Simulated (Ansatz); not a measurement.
# Phosphorus (bcc) across density functionals

All rows: Ansatz, plane waves with scalar-relativistic PAW, 420 eV (500 eV for the SCAN forms), relaxed under each functional, no dispersion correction, no zero-point motion. B₀ comes from uniform scaling at fixed shape; a dash is a value not given.

```csv
functional,V (Å³/atom),cell,B₀ (GPa),magnetic state,ΔE to black phosphorus (meV/atom)
PBE,14.23,a = 3.053 Å,97,spin not included,679
r²SCAN,14.35,a = 3.061 Å,95,spin not included,905
PBEsol,13.69,a = 3.014 Å,108,spin not included,528
LDA,13.59,a = 3.007 Å,109,spin not included,540
revPBE,14.37,a = 3.063 Å,94,spin not included,753
RPBE,14.42,a = 3.067 Å,93,spin not included,780
BLYP,16.28,a = 3.193 Å,69,spin not included,1034
```

LDA gives the smallest volume and BLYP the largest.
